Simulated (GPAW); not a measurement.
Crystal: CdS (Greenockite).

```xyz
4
Lattice="4.1500 0.0000 0.0000 -2.0750 3.5940 0.0000 0.0000 0.0000 6.7370" Properties=species:S:1:pos:R:3 pbc="T T T"
Cd    2.0750    1.1980    3.3685
Cd    0.0000    2.3960    0.0000
S     2.0750    1.1980    5.8949
S     0.0000    2.3960    2.5264
```

Base run:

- Program: GPAW 26.7.0
- Functional: LDA
- Potentials or basis: the program's PAW data sets (release 1.2.1) made for this functional
- Cutoff: 450 eV
- Basis: pw
- k mesh: 6 × 6 × 3
- Occupations: fermi-dirac, width 0.001 eV
- Spin: no spin polarisation

Its results: band gap on the k mesh 0.89 eV, direct; electronic dielectric tensor (diagonal) 6.39, 6.39, 6.49.

**Question.** After a change of settings the same cell gave: band gap on the k mesh 1.36 eV, direct; electronic dielectric tensor (diagonal) 5.31, 5.31, 5.41. Which change was it?
A. functional from LDA to PBE; potentials or basis from the program's PAW data sets (release 1.2.1) made for this functional to GPAW PAW data sets (gpaw-data 1.2.1)
B. functional from LDA to RPBE
C. functional from LDA to PBEsol; potentials or basis from the program's PAW data sets (release 1.2.1) made for this functional to PAW data sets generated in the run's folder for this functional
D. functional from LDA to AM05; potentials or basis from the program's PAW data sets (release 1.2.1) made for this functional to PAW data sets generated in the run's folder for this functional

**Answer.** B.

Caveats: the long-wavelength limit can be off by several per cent where d states take part.
